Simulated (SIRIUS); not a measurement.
Runs of SIRIUS 7.12.0 on W. The structure is cubic, space group Im-3m (No. 229). Conventional cell: a = 3.165 Å, b = 3.165 Å, c = 3.165 Å, α = 90.00°, β = 90.00°, γ = 90.00°. W (site symmetry m-3m) has 8 W at 2.74 Å as nearest neighbours. 

```csv
task,level,spin,cutoff (eV),smearing,muffin tin radii,basis cutoff (gk_cutoff),smallest sphere radius times basis cutoff,reference energy of the basis,coordinate units,V0 of scaled cells (Å³/atom),B0 (GPa)
equation of state,RPBE,off,185,fermi-dirac 0.05 eV,W 2.49 bohr,3.69 1/bohr,9.19,-,-,16.35,291
equation of state,PBEsol,off,185,fermi-dirac 0.05 eV,W 2.49 bohr,3.69 1/bohr,9.19,-,-,15.69,(c)
equation of state,AM05,off,185,fermi-dirac 0.05 eV,W 2.49 bohr,3.69 1/bohr,9.19,-,-,(b),(a)
equation of state,BLYP,off,185,fermi-dirac 0.05 eV,W 2.49 bohr,3.69 1/bohr,9.19,-,-,16.68,271
```

Alike in all rows: potentials or basis all-electron FP-LAPW, apw+lo standard; cell as given; k mesh 12 × 12 × 12.

Estimate the missing entries.

(a) 318; (b) 15.61; (c) 315.

Not every run made on this cell is shown here.
